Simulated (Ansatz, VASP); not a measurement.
## Two plane-wave programs on Ir

```xyz
1
Lattice="0.0000 1.9054 1.9054 1.9054 0.0000 1.9054 1.9054 1.9054 0.0000" Properties=species:S:1:pos:R:3 pbc="T T T"
Ir    0.0000    0.0000    0.0000
```

Alike in both runs: functional LDA; k mesh 18 × 18 × 18; occupations gaussian, width 0.1 eV; no spin polarisation.

Ansatz relaxed the structure, and its values are those at the end. VASP's run is a single point on that final structure, the one shown.

|  | VASP | Ansatz |
| --- | --- | --- |
| version | VASP 6.6.1 | Ansatz 0.2.0 |
| potentials or method | VASP PAW LDA potentials, release 64 (Ir) | scalar-relativistic, plane waves, PAW |
| plane-wave cutoff (eV) | 520 | 420 |
| valence electrons in the cell | 9 | 17 |

|  | VASP | Ansatz | Ansatz less VASP |
| --- | --- | --- | --- |
| gap on the k mesh at the Fermi level (eV) | none | none | - |
| pressure (GPa) | 2.7 | 0.0 | -2.61 |

A gap of «none» marks a metal or a gap that the smearing closes. The two sets of potentials don't hold the same shells in valence. Ansatz warned: «pseudo_functional_mismatch».

Spin-orbit coupling is left out, which matters for the levels of Ir.
